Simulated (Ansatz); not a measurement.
# BAs (F-43m): cell relaxations under several functionals in Python

A script is to give cell relaxations under several functionals; the system is BAs (F-43m).

Program: Ansatz 0.2.0 through its Python package. The levels of theory stand in the script. These are calculated values, not measurements.

### 1 The system

The structure is cubic, space group F-43m (No. 216). The conventional cell has a = 4.777 Å, b = 4.777 Å, c = 4.777 Å, α = 90.00°, β = 90.00°, γ = 90.00°. B (site symmetry -43m) has 4 As at 2.07 Å as nearest neighbours. As (site symmetry -43m) has 4 B at 2.07 Å as nearest neighbours.

No structure file is read: the coordinates are typed or built in the script.

### 2 The code

bas.py reads:

```python
"""How the lattice of BAs depends on the functional."""

import ansatz as az
import numpy as np
from pymatgen.core import Lattice, Structure
from pymatgen.io.ase import AseAtomsAdaptor

def edges_and_angles(cell):
    cell = np.asarray(cell)
    a, b, c = np.linalg.norm(cell, axis=1)
    cosines = cell[1] @ cell[2] / (b * c), cell[0] @ cell[2] / (a * c), cell[0] @ cell[1] / (a * b)
    return (a, b, c, *np.degrees(np.arccos(cosines)))


def main() -> None:
    pmg_structure = Structure(
        Lattice([[0.0, 2.3885, 2.3885], [2.3885, 0.0, 2.3885], [2.3885, 2.3885, 0.0]]),
        ["B", "As"],
        [
            [0.0, 0.0, 0.0],
            [0.25, 0.25, 0.25],
        ],
    )
    cell = az.Crystal.from_ase(AseAtomsAdaptor.get_atoms(pmg_structure))

    model = cell.calculation()
    model = model.occupations("Fixed")
    model = model.kpoints(7, 7, 7).relax(cell=True, max_steps=100)

    levels = [("pbesol", "none"), ("pbe", "d3bj"), ("pbe", "none")]
    print("level            a       b       c    alpha   beta  gamma  V/atom  steps")
    for name, dispersion in levels:
        seen = []
        run = model.functional(name, dispersion=dispersion).session().plan()
        outcome = run.execute(on_event=lambda e: seen.append(e) if e["event"] == "relax_step" else None)
        cell = outcome.lattice.cell_ang
        label = name if dispersion == "none" else f"{name}+{dispersion}"
        print("{:13s} {:7.4f} {:7.4f} {:7.4f} {:6.2f} {:6.2f} {:6.2f}".format(label, *edges_and_angles(cell)), f"{abs(np.linalg.det(cell)) / len(outcome.lattice.sites):7.3f} {len(seen):5d}")


if __name__ == "__main__":
    main()
```

### 3 The input behind the calls

The package turns the script's settings into the engine's input (first run):

```yaml
crystal:
  lattice:
    - [0.0, 2.3885, 2.3885]
    - [2.3885, 0.0, 2.3885]
    - [2.3885, 2.3885, 0.0]
  atoms:
    - { symbol: B, position: [0.0, 0.0, 0.0] }
    - { symbol: As, position: [0.25, 0.25, 0.25] }
kpoints:
  mp_grid:
    grid: [7, 7, 7]
hamiltonian:
  xc: pbesol
  dispersion: none
scf:
  occupations:
    method: fixed
relax:
  max_steps: 100
  cell: {}
```

### 4 Running it

On the command line:

```sh
$ python bas.py
```

Log:

```text
level            a       b       c    alpha   beta  gamma  V/atom  steps
DeckWarning: basis.ecutwfc = 420 eV, auto-derived from the records' recommended cutoffs: set by B (normal level)
pbesol         3.3715  3.3715  3.3715  60.00  60.00  60.00  13.549     4
pbe+d3bj       3.3688  3.3688  3.3688  60.00  60.00  60.00  13.518     4
pbe            3.4004  3.4004  3.4004  60.00  60.00  60.00  13.901     4
```

(Warnings from the package without file and line.)

Wall time 7.3 s (1 thread of Arm Neoverse V2, shared host); peak memory 0.42 GiB.

### 5 Inputs of later runs

The engine's inputs for the other runs:

Run 2, against run 1:

```diff
@@ -13,2 +13,2 @@
-  xc: pbesol
-  dispersion: none
+  xc: pbe
+  dispersion: d3bj
```

Run 3, against run 1:

```diff
@@ -13 +13 @@
-  xc: pbesol
+  xc: pbe
```

Lines on the test bed's own set-up are left out of the output.

### 6 The runs side by side

From the records of these 3 runs:

| run | functional | dispersion | energy (eV/atom) | final volume (Å³/atom) | pressure (GPa) | gap on the mesh (eV) | SCF cycles in all | CPU time (s) |
| --- | --- | --- | --- | --- | --- | --- | --- | --- |
| 1 | pbesol | none | -2482.8803 | 13.55 | 0.00 | 1.10 | 18 | 2 |
| 2 | pbe | d3bj | -2506.3772 | 13.52 | 0.00 | 1.20 | 20 | 2.1 |
| 3 | pbe | none | -2506.0493 | 13.90 | 0.04 | 1.23 | 21 | 2.1 |

Totals under unlike functionals or potentials can't be compared directly.

### 7 The relaxation of run 1, step by step

Step by step:

| step | E - E(step 1) (eV/cell) | largest force component (eV/Å) | pressure (GPa) | volume (Å³) |
| --- | --- | --- | --- | --- |
| 1 | 0.0000 | 0.0000 | -0.79 | 27.25 |
| 2 | -0.0004 | 0.0000 | -0.21 | 27.14 |
| 3 | -0.0005 | 0.0000 | 0.00 | 27.10 |
| 4 | -0.0004 | 0.0000 | 0.00 | 27.10 |

Step 1 is the start. Step 4 repeats the geometry before it on a plane-wave basis chosen anew for that cell, so its energy need not be comparable with the rows above.

Lengths and angles in the start's conventional setting:

|  | before | after | change |
| --- | --- | --- | --- |
| a (Å) | 4.777 | 4.768 | -0.2 % |
| b (Å) | 4.777 | 4.768 | -0.2 % |
| c (Å) | 4.777 | 4.768 | -0.2 % |
| volume (Å³/atom) | 13.63 | 13.55 | -0.6 % |
| shortest distance (Å) | 2.069 | 2.065 | -0.2 % |
| space group (0.01 Å) | F-43m | F-43m | same |

Forces and stress were held to the start's 24 operations: a distortion of lower symmetry was not tested.

### 8 The relaxation of run 3, step by step

The steps of the relaxation:

| step | energy from step 1 (eV/cell) | largest force component (eV/Å) | pressure (GPa) | volume (Å³) |
| --- | --- | --- | --- | --- |
| 1 | 0.0000 | 0.0000 | 2.78 | 27.25 |
| 2 | -0.0041 | 0.0000 | 0.75 | 27.65 |
| 3 | -0.0044 | 0.0000 | 0.02 | 27.80 |
| 4 | -0.0048 | 0.0000 | 0.04 | 27.80 |

Step 1 is the start. Step 4 repeats the geometry before it on a plane-wave basis chosen anew for that cell, so its energy need not be comparable with the rows above.

Lengths and angles in the start's conventional setting:

|  | before | after | change |
| --- | --- | --- | --- |
| a (Å) | 4.777 | 4.809 | +0.7 % |
| b (Å) | 4.777 | 4.809 | +0.7 % |
| c (Å) | 4.777 | 4.809 | +0.7 % |
| volume (Å³/atom) | 13.63 | 13.90 | +2.0 % |
| shortest distance (Å) | 2.069 | 2.082 | +0.7 % |
| space group (0.01 Å) | F-43m | F-43m | same |

Forces and stress were held to the start's 24 operations: a distortion of lower symmetry was not tested.

### 9 Outcome

```
       quantity                                    value
  runs compared                                        3
 relaxed volume  13.52 (pbe d3bj) to 13.90 Å³/atom (pbe)
gap on the mesh          1.10 (run 1) to 1.23 eV (run 3)
```

**Reading.** From smallest to largest: PBE+D3BJ (13.52 Å³ an atom, -0.8 % against the start), PBEsol (13.55 Å³ an atom, -0.6 % against the start) and PBE (13.90 Å³ an atom, +2.0 % against the start). The spread is 2.8 % in volume. In run 1, the volume shrank by 0.6 % over 2 moves, and the space group stayed F-43m. In run 3, over 2 moves the cell grew by 2.0 % in volume, and the space group stayed F-43m. Caveats:
- Forces vanish by symmetry, so the ions can't move, and the end may be a saddle.
- Edges and angles that the script prints are those of the cell as typed, here a primitive one.
